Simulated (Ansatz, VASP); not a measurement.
**NiSb: VASP beside Ansatz**

```xyz
2
Lattice="0.0000 2.7981 2.7981 2.7981 0.0000 2.7981 2.7981 2.7981 0.0000" Properties=species:S:1:pos:R:3 pbc="T T T"
Ni    4.1972    4.1972    4.1972
Sb    0.0000    0.0000    0.0000
```

The cell was built by a generator and needn't be a form met in nature.

Alike in both runs: functional PBEsol; dispersion D4; k mesh 5 × 5 × 5; occupations fermi-dirac, width 0.0834 eV; no spin polarisation.

Ansatz relaxed the structure, and its values are those at the end. VASP's run is a single point on that final structure, the one shown.

|  | VASP | Ansatz |
| --- | --- | --- |
| version | VASP 6.6.1 | Ansatz 0.2.0 |
| potentials or method | VASP PAW PBE potentials, release 64 (Ni, Sb) | PAW plane waves |
| plane-wave cutoff (eV) | 520 | 420 |
| valence electrons in the cell | 15 | 33 |

VASP gave:

- gap on the k mesh at the Fermi level (eV): none
- pressure (GPa): 0.0
- dispersion energy (meV/atom): -276.5

Q: What did Ansatz give for the same quantities?

A: gap on the k mesh at the Fermi level (eV): none; pressure (GPa): 0.0; dispersion energy (meV/atom): -276.7.

A gap of «none» marks a metal or a gap that the smearing closes. With one functional, cell and mesh, what is left measures potentials, basis and numerics. The two sets of potentials don't hold the same shells in valence. Ansatz warned: «end_state_compared».

Caveats: the k mesh is coarse (spacing up to 0.39 Å⁻¹), so the values aren't converged; the PAW data sets were made with another functional, which shifts forces and pressure a little (VASP); pairwise dispersion overbinds metals, which lowers pressure and volume. Spin polarisation is off, so any magnetic state and its effect on volume and gap are missing. Spin-orbit coupling is left out, which matters for the levels of Sb.
